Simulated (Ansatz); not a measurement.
Runs of Ansatz 0.2.0 on KBr. The structure is cubic, space group Fm-3m (No. 225). Conventional cell: a = 6.600 Å, b = 6.600 Å, c = 6.600 Å, α = 90.00°, β = 90.00°, γ = 90.00°. Around Br (site symmetry m-3m) lie 6 K at 3.30 Å. K (site symmetry m-3m) has 6 Br at 3.30 Å as nearest neighbours. 

```tsv
task	level	potentials or basis	cell	k mesh	cutoff (eV)	smearing	points for each segment of the path	atoms under strain	mesh quality	gap on the mesh (eV)	pressure (GPa)	V0 of scaled cells (Å³/atom)	B0 (GPa)
density of states	rPW86-PBE+rVV10	JTH PAW	volume scaled by 0.88	7 × 7 × 7	690	fixed	-	-	not flagged	4.39	2.5	-	-
band structure	r2SCAN-EpsX	Ansatz PAW	as given	4 × 4 × 4	500	fermi-dirac 0.05 eV	4	-	not flagged	7.66	-0.1	-	-
equation of state	HSE03	Ansatz PAW	as given	4 × 4 × 4	420	gaussian 0.1 eV	-	-	coarse	-	-	(a)	14
elastic constants	LDA+D3(BJ)	Ansatz PAW	as given	5 × 5 × 5	420	fixed	-	clamped	not flagged	4.03	-2.6	-	-
single point	LDA	JTH PAW LDA	as given	7 × 7 × 7	690	tetrahedron	-	-	not flagged	4.03	(b)	-	-
equation of state	r2SCAN-EpsX	Ansatz PAW	as given	4 × 4 × 4	500	fermi-dirac 0.05 eV	-	-	coarse	-	-	34.03	20
```

Alike in all rows: no spin polarisation.

Estimate the missing entries.

(a) 37.06; (b) -1.6.

Caveats: some runs use coarse meshes; odd divisions of the mesh miss points on the zone boundary, where band edges often lie, so the gap on the mesh can be too wide (some runs); the PAW data sets come from PBE, with cores solved anew for the run's functional, which leaves a small shift of forces and pressure (some runs); the PAW data sets were made with another functional, which shifts forces and pressure a little (some runs); the thresholds are loose for stress (some runs); the dispersion damping was fitted for another functional or another form of the correction (some runs); with tetrahedron occupations forces and stress needn't match the slope of the energy (some runs).

A k mesh can miss the band edges, and the runs leave out spin-orbit coupling on Br.
